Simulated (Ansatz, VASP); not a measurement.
# GaN: VASP beside Ansatz, part 2 of 2

Wanted: the spread between two codes on one cell, functional and k mesh. The cell is taken from a series of VASP runs on this material, whose earlier steps may have relaxed, scaled or displaced it; both programs get it as it stands.

VASP 6.6.1 and Ansatz 0.2.0.

So far: Set-up; VASP: band structure, HSE06.

**3. Ansatz: band structure, HSE06**

Level of this step: Ansatz beside VASP: Kohn-Sham DFT, plane waves, HSE06 (Ansatz).

Ansatz runs on its default PAW (the set named soft_2) files.

The same cell, functional, mesh and smearing now go to Ansatz, which takes its cutoff from its data sets.

Contents of input.yaml:

```yaml
crystal:
  lattice:
    - [3.188855531, 0.0, 0.0]
    - [-1.5944277655, 2.7616298988, 0.0]
    - [0.0, 0.0, 5.1940668973]
  atoms:
    - { symbol: Ga, position: [0.3333333333, 0.6666666667, 0.9991932276] }
    - { symbol: Ga, position: [0.6666666667, 0.3333333333, 0.4991932276] }
    - { symbol: "N", position: [0.3333333333, 0.6666666667, 0.3758067724] }
    - { symbol: "N", position: [0.6666666667, 0.3333333333, 0.8758067724] }
hamiltonian:
  xc: { exchange: pbe, correlation: pbe, exx: { coeff: 0.25, omega: 0.2 } }
  pseudopotentials: { kind: paw }
kpoints:
  mp_grid: { grid: [5, 5, 3] }
  band_path:
    path:
      - [0.0, 0.0, 0.0]
      - [0.4, 0.0, 0.0]
      - [0.4, 0.2, 0.0]
      - [0.2, 0.2, 0.0]
      - [0.0, 0.0, 0.1]
      - [0.0, 0.0, 0.5]
      - [0.4, 0.0, 0.5]
      - [0.4, 0.2, 0.5]
      - [0.2, 0.2, 0.5]
      - [0.5, 0.0, 0.4]
      - [0.33333, 0.33333, 0.0]
      - [0.33333, 0.33333, 0.5]
    npoints: 1
scf:
  occupations: { method: gaussian, width: 0.05 }
  n_extra_bands: 8
output:
  forces: true
  stress: true
  eigenvalues: true
  write_density: true
  write_potential: true
  elf: true
  volumetric_format: npy
```

Started as:

```sh
$ ansatz run input.yaml --threads 4 --pin off --max-ram 9216MiB --backend cpu --events-out ev --progress --plain --runs-dir out
```

Numbers of over 12 decimals in the logs are rounded to 6 here.

The program printed:

```text
Warning: output.stress: scf.convergence.dr2_threshold = 1e-7 eV (the SCF's general default) is looser than the 4e-10 eV advised for a printed stress (1e-10 eV for each atom of the cell: 4). What an SCF threshold leaves in a stress goes as its square root, and in the free energy as the threshold itself, and one threshold admits the most on a small cell: [figures from the program's tests cut] Set scf.convergence.dr2_threshold to 4e-10 eV or tighter. The threshold is an SCF's pass mark: one that does not reach it within its budget of iterations ends unconverged, or closes short of it on a stop that the run arms, and scf.convergence.dr2_threshold's page says what that costs each kind of run
Warning: output.stress: scf.exx.energy_threshold = 1e-6 eV is looser than the 4e-8 eV advised for a stress under a hybrid functional (1e-8 eV for each atom of the cell: 4). Every SCF of the exchange loop can meet its threshold on dr2 while the loop round them stops early: no threshold on dr2 bounds what that leaves in the stress. Set scf.exx.energy_threshold to 4e-8 eV or tighter. The threshold is the loop's pass mark: a loop that does not reach it within its budget of cycles ends unconverged, and scf.exx.energy_threshold's page has the law
scf.n_extra_bands = 8 over 18 filled bands (N_el = 36.0): the run solves 26 bands
Engine: ansatz 0.2.0, aarch64-unknown-linux-gnu
Pseudopotentials: kind: paw
Pseudopotential: Ga, paw, valence charge 13, recommended cutoff 420 eV (normal), Ga.paw.azcp
Pseudopotential: N, paw, valence charge 5, recommended cutoff 420 eV (normal), N.paw.azcp
Functional definition: unnamed
  parameter a_1 = 0.25
  parameter omega_1 = 0.2/angstrom
  exchange = pbe_x + (-a_1)*pbe_x_sr(omega_1) + a_1*exact_x_sr(omega_1)
  correlation = pbe_c
Crystal: 4 atoms, lattice volume = 45.741 Å³
Basis set: ecut = 420 eV, 917 PW (Γ), exchange–correlation on 48×48×72 points (8 copies of the dense FFT grid, shifted against one another)
Bands: 26, of which v1, the nominal top of the filled ones, is band 18 counted from 1 (17 counted from 0)
Symmetry: 12 space group operations
Space group: P63mc (ITA 186), of the structure as read, at distance tolerance 3.6e-5 Å
k-points: 10 of 75 (time reversal used)
Non-local potential: Ga, projectors of the file, l = 0: 2, l = 1: 2, l = 2: 3, l = 3: 1
Non-local potential: N, projectors of the file, l = 0: 2, l = 1: 2, l = 2: 1
PAW form: soft (Blöchl's): semilocal exchange-correlation on the pseudo side does not see the compensation charge
PAW frozen core: Ga, regenerated for the run's functional, and the local potential with it (the file was generated under x = pbe(κ = 0.804, μ = 0.219515), c = pbe(β = 0.066725))
PAW frozen core: N, regenerated for the run's functional, and the local potential with it (the file was generated under x = pbe(κ = 0.804, μ = 0.219515), c = pbe(β = 0.066725))
PAW one-centre angular grid: Ga, 590 points (default); XC on 64 Gauss nodes
PAW one-centre angular grid: N, 110 points (default); XC on 64 Gauss nodes
Initial density: superposition of atomic densities (neutral atoms: chi_scale 0, normalization atom), corrected by the library's trained network
Initial wavefunctions: pseudopotential atomic-orbital guess
Functional: x = pbe(κ = 0.804, μ = 0.219515), c = pbe(β = 0.066725), warm-up for x = pbe(κ = 0.804, μ = 0.219515) + 0.25 (exact − pbe) at short range (hse, ω = 0.2 Å⁻¹), c = pbe(β = 0.066725)
SCF iter   1: F=—  HF=-8335.806485 eV  |F-HF|=—  |Δ(HF+E_count)|=         —  Δρ=8.60e-4  dr2=1.29e-4  ethr=1.77e-3  ⟨swp⟩=2.0  Hψ=1649  notcnv=0
preconditioner: auto → none  [insulator: Δε(μ)=1.889 eV  Ē_g=18.790 eV  σ=0.050 eV  W_gap=1.00  n_scr=22 (ndim 8)  ℏωp=32.9 eV  f_vac=0.009  D(μ)=0.00/eV (n_scr^D=0)]
SCF iter   2: F=-8335.806830 eV  HF=-8335.806727 eV  |F-HF|=1.03e-4  |Δ(HF+E_count)|=   2.42e-4  Δρ=3.97e-4  dr2=2.76e-5  ethr=3.58e-7  ⟨swp⟩=4.2  Hψ=728  notcnv=0
SCF 1 stopped early in 2 iterations: F = -8335.806830 eV  dr2 = 2.76e-5
  greatest PAW one-centre occupation: 0.995 electrons in one spin orbital (limit 2), on the Ga atom at site 1 (counted from 0), in its partial waves of l = 2
Initial density: handed on by an earlier stage of this run
Initial wavefunctions: those handed on with the density
Functional: x = pbe(κ = 0.804, μ = 0.219515) + 0.25 (exact − pbe) at short range (hse, ω = 0.2 Å⁻¹), c = pbe(β = 0.066725)
Exchange kernel: α = 0.2500, screened, ω = 0.2000 Å⁻¹, Wigner–Seitz truncation, v(0) = 1108.1357 eV·Å³, q-mesh 5×5×3, nearest image of the exchange supercell L = 15.58 Å, pair-density grid 18×18×30, without the augmentation charges, whose exchange is taken in its separable form by FFT convolution over the k-point mesh (sized by the pseudopotential files, 20×20×36 at the most), smooth part of the exact exchange by density-matrix convolution
Frozen-core exchange: fock
SCF iter   1: F=—  HF=-8336.826292 eV  |F-HF|=—  |Δ(HF+E_count)|=         —  Δρ=1.76e-2  dr2=5.55e-2  ethr=7.67e-7  ⟨swp⟩=6.0  Hψ=1314  notcnv=0
preconditioner: auto → none  [insulator: Δε(μ)=3.129 eV  Ē_g=22.027 eV  σ=0.050 eV  W_gap=1.00  n_scr=22 (ndim 8)  ℏωp=32.9 eV  f_vac=0.010  D(μ)=0.00/eV (n_scr^D=0)]
SCF iter   2: F=—  HF=-8336.799427 eV  |F-HF|=—  |Δ(HF+E_count)|=   2.69e-2  Δρ=4.31e-3  dr2=5.91e-3  ethr=7.67e-7  ⟨swp⟩=4.5  Hψ=892  notcnv=0
SCF iter   3: F=—  HF=-8336.814906 eV  |F-HF|=—  |Δ(HF+E_count)|=   1.55e-2  Δρ=4.35e-3  dr2=3.16e-3  ethr=7.67e-7  ⟨swp⟩=4.0  Hψ=908  notcnv=0
SCF iter   4: F=—  HF=-8336.814436 eV  |F-HF|=—  |Δ(HF+E_count)|=   4.70e-4  Δρ=1.48e-3  dr2=3.46e-4  ethr=7.67e-7  ⟨swp⟩=3.4  Hψ=627  notcnv=0
SCF iter   5: F=—  HF=-8336.814725 eV  |F-HF|=—  |Δ(HF+E_count)|=   2.89e-4  Δρ=4.44e-4  dr2=5.98e-5  ethr=7.67e-7  ⟨swp⟩=3.1  Hψ=465  notcnv=0  defer=1
SCF iter   6: F=—  HF=-8336.814709 eV  |F-HF|=—  |Δ(HF+E_count)|=   1.68e-5  Δρ=1.63e-4  dr2=1.60e-5  ethr=1.59e-7  ⟨swp⟩=3.0  Hψ=632  notcnv=0
iter 7 solved again at ethr=4.51e-10 eV; its pass at ethr=3.78e-8 eV (dr2=1.62e-7 eV) is discarded
SCF iter   7: F=-8336.814704 eV  HF=-8336.814704 eV  |F-HF|=2.44e-7  |Δ(HF+E_count)|=   4.41e-6  Δρ=2.53e-5  dr2=2.59e-6  ethr=4.51e-10  ⟨swp⟩=4.4  Hψ=1190  notcnv=0  defer=5
SCF 2 stopped early in 7 iterations: F = -8336.814704 eV  dr2 = 2.59e-6
  Residual-converged pass: ⟨swp⟩=3.0  Hψ=578  notcnv=0  max |occ|·‖R‖ = 5.7e-6 eV (tolerance 6.7e-6 eV)  dr2=2.59e-6  dr2_onsite=1.80e-7  max |Δocc| = 0.0e0
  greatest PAW one-centre occupation: 0.996 electrons in one spin orbital (limit 2), on the Ga atom at site 0 (counted from 0), in its partial waves of l = 2
hybrid outer 1: dexx = +1.767e-2 eV, tail = 5.50e-5 eV
Exchange kernel: α = 0.2500, screened, ω = 0.2000 Å⁻¹, Wigner–Seitz truncation, v(0) = 1108.1357 eV·Å³, q-mesh 5×5×3, nearest image of the exchange supercell L = 15.58 Å, pair-density grid 18×18×30, without the augmentation charges, whose exchange is taken in its separable form by FFT convolution over the k-point mesh (sized by the pseudopotential files, 20×20×36 at the most), smooth part of the exact exchange by density-matrix convolution
Frozen-core exchange: fock
SCF iter   1: F=—  HF=-8336.814163 eV  |F-HF|=—  |Δ(HF+E_count)|=         —  Δρ=6.03e-5  dr2=9.93e-7  ethr=7.64e-7  ⟨swp⟩=4.0  Hψ=608  notcnv=0
preconditioner: auto → none  [insulator: Δε(μ)=3.181 eV  Ē_g=21.858 eV  σ=0.050 eV  W_gap=1.00  n_scr=22 (ndim 8)  ℏωp=32.9 eV  f_vac=0.012  D(μ)=0.00/eV (n_scr^D=0)]
SCF iter   2: F=—  HF=-8336.814165 eV  |F-HF|=—  |Δ(HF+E_count)|=   1.74e-6  Δρ=1.64e-5  dr2=4.70e-8  ethr=2.37e-9  ⟨swp⟩=4.0  Hψ=776  notcnv=0
SCF iter   3: F=—  HF=-8336.814165 eV  |F-HF|=—  |Δ(HF+E_count)|=   2.11e-8  Δρ=8.11e-6  dr2=1.37e-8  ethr=1.25e-10  ⟨swp⟩=4.1  Hψ=717  notcnv=0
SCF iter   4: F=—  HF=-8336.814165 eV  |F-HF|=—  |Δ(HF+E_count)|=   8.05e-9  Δρ=4.58e-6  dr2=3.08e-9  ethr=3.59e-11  ⟨swp⟩=2.5  Hψ=477  notcnv=0
SCF iter   5: F=-8336.814165 eV  HF=-8336.814165 eV  |F-HF|=5.00e-10  |Δ(HF+E_count)|=   1.51e-9  Δρ=1.41e-6  dr2=4.90e-10  ethr=6.57e-12  ⟨swp⟩=2.8  Hψ=467  notcnv=0
SCF 3 converged in 5 iterations: F = -8336.814165 eV  dr2 = 4.90e-10
  Residual-converged pass: ⟨swp⟩=3.0  Hψ=603  notcnv=0  max |occ|·‖R‖ = 6.1e-7 eV (tolerance 6.3e-7 eV)  dr2=5.14e-10  dr2_onsite=1.87e-10  max |Δocc| = 0.0e0
  greatest PAW one-centre occupation: 0.996 electrons in one spin orbital (limit 2), on the Ga atom at site 1 (counted from 0), in its partial waves of l = 2
hybrid outer 2: dexx = +6.594e-7 eV, tail = 2.51e-8 eV, Δε = 2.89e-3 eV (about 7.32e-5 eV left of the loop's levels), ΔF = 2.72e-5 eV/Å (tail 7.54e-5)
NSCF: frozen V_eff on 12 k-points
hybrid SCF converged: 2 outer / 12 inner (+2 warm-up), last move |dexx| = 6.59e-7 eV, tail = 2.51e-8 eV
Stability not checked: this state was not tested for a lower state beside it, because the functional holds exact exchange (a hybrid, or Hartree-Fock), whose exchange loop this test does not read (fock_operator; see scf.lower_state_search)
Free energy (F): -8336.814165 eV
Frozen-core exchange: fock
Harris-Foulkes:  -8336.814165 eV  (|F-HF|=5.00e-10)
Internal energy: -8336.814165 eV  (E = F + TS)
E sigma→0 (E₀):  -8336.814165 eV
Fermi energy:    10.430406 eV
--- Per-component energies (eV) ---
  E_band       = -93.378717
  E_kinetic    = 493.463962
  E_local      = -3913.152039  (includes V_loc(G=0)·N_el)
  E_nonlocal   = 949.722119
  E_hartree    = 1808.066474
  E_xc         = -206.766314
  E_vxc        = -213.968910  (∫ρ·V_xc dr)
  E_exx        = -124.569121  (= α·E_x^exact, valence–valence)
  E_paw        = -4171.539606  (= ΣΔE_a)
  E_vpaw       = -776.439678  (= ΣTr[D̂ρ^β])
  E_aug_tail   = 0.000120  (compensation charges beyond the density's cutoff)
  E_ewald      = -3172.222003
  E_core_change = 0.182250  (= ΣΔE_core)
  E_smearing   = -0.000000  (= −TS)
  E_closure    = -0.000007  (closes the sum)
  Σ components = -8336.814165   (vs F -8336.814165, Δ=0.00e0)
--- Forces (eV/Å), atoms counted from 1 ---
  atom   1  Ga    -0.00000000     0.00000000    -0.02217647
  atom   2  Ga    -0.00000000    -0.00000000    -0.02217647
  atom   3  N     -0.00000000     0.00000000     0.02216696
  atom   4  N     -0.00000000    -0.00000000     0.02216696
  max |Σ_I F_I| component: 1.90e-5 eV/Å
--- Stress (GPa, compression-positive) ---
       -1.027075       0.000000      -0.000000
        0.000000      -1.027075       0.000000
       -0.000000       0.000000      -1.499473
  P = ⅓ Tr σ = -1.1845 GPa (-11.845 kbar)
--- Band table (eV; the first three rows and the last of 10) ---
  k-point 0: bands = [... 14 lower, 7.7232, 8.8072, 8.8394, 8.8394, 12.0209, 14.5393, 19.8060, 20.3270, ... 4 higher]
  k-point 1: bands = [... 14 lower, 7.9913, 7.9913, 8.5489, 8.5489, 13.7612, 14.6892, 19.1140, 19.4739, ... 4 higher]
  k-point 2: bands = [... 14 lower, 6.5494, 6.9921, 8.3604, 8.4757, 13.9678, 16.1594, 18.2063, 19.1364, ... 4 higher]
  k-point 9: bands = [... 14 lower, 4.5389, 5.7196, 6.4753, 7.2028, 15.5277, 16.7860, 17.9943, 18.2514, ... 4 higher]
```

Run time: 22 s. Hardware: 4 threads of Arm Neoverse V2, shared host; peak memory 0.78 GiB; 78 s of CPU time.

Reading the cycles: dr2 is the Hartree energy of the density residual (eV), the measure of convergence; HF is the Harris–Foulkes estimate of the energy, which meets the free energy F at convergence.

**4. Side by side**

Known differences besides the potentials themselves: exact exchange at q = 0 is treated differently, which shows on coarse meshes; VASP keeps PBE cores, Ansatz makes them for the functional; the cutoff is 420 eV in Ansatz and 520 eV in VASP; VASP takes a coarser grid for exact exchange (PRECFOCK = Fast). Total energies have different zeros and are not compared.

Both answers:

| quantity | Ansatz | VASP | difference |
| --- | --- | --- | --- |
| gap over the path points (eV) | 3.182 | 3.198 | -0.016 |

Levels at points of the path, from each program's valence-band top (eV; 4 filled, then empty):

```csv
k (reciprocal lattice),Ansatz,VASP
0.000 0.000 0.000,-1.12 -0.03 0.00 0.00 3.18 5.70 10.97,-1.12 -0.03 0.00 0.00 3.20 5.71 10.98
0.400 0.000 0.000,-4.70 -2.80 -1.86 -0.97 6.39 7.08 7.65,-4.70 -2.80 -1.86 -0.97 6.39 7.09 7.66
0.400 0.200 0.000,-4.70 -3.80 -2.60 -2.31 6.70 8.58 8.60,-4.71 -3.80 -2.61 -2.31 6.70 8.59 8.60
0.200 0.200 0.000,-4.67 -3.19 -1.56 -1.35 7.15 7.89 9.09,-4.68 -3.19 -1.56 -1.35 7.16 7.90 9.09
0.000 0.000 0.100,-1.09 -0.35 -0.03 -0.03 3.45 5.72 10.88,-1.09 -0.35 -0.03 -0.03 3.47 5.73 10.89
0.000 0.000 0.500,-0.57 -0.57 -0.57 -0.57 5.67 5.67 10.08,-0.57 -0.57 -0.57 -0.57 5.68 5.68 10.09
0.400 0.000 0.500,-2.12 -2.12 -1.96 -1.96 5.89 5.89 9.42,-2.12 -2.12 -1.96 -1.96 5.89 5.89 9.42
0.400 0.200 0.500,-3.75 -3.75 -1.65 -1.65 7.01 7.01 9.60,-3.76 -3.76 -1.66 -1.66 7.01 7.01 9.60
0.200 0.200 0.500,-2.75 -2.75 -1.94 -1.94 7.09 7.09 9.56,-2.76 -2.76 -1.94 -1.94 7.10 7.10 9.56
0.500 0.000 0.400,-2.55 -2.36 -1.79 -1.72 5.41 6.09 9.13,-2.56 -2.37 -1.79 -1.72 5.42 6.09 9.13
```

Among the levels compared at these points, filled levels agree within 5 meV and empty ones within 16 meV.

**5. Results**

```json
{
  "difference in gap over the path points (band structure, HSE06)": "-0.016 eV"
}
```

**Reading.** The difference in gap over the path points is -0.016 eV (band structure, HSE06), within the 0.08 eV picked in this series as the mark of a large difference. Such differences can come from data sets, numerical settings and the points named under the comparisons, not from the functional's error against experiment.

[Lines on the potential files, build, host, timing and source positions are cut from VASP's logs without a mark.]

[Logs are printed without paths, hosts, clocks, repeated set-up lines and the standing remarks that a program may print on its own settings, such as how far it seeks lower states.]

[Hosts, paths, dates, database ids (printed as entryN), source tags and the programs' standing remarks are cut or masked in the printed files.]
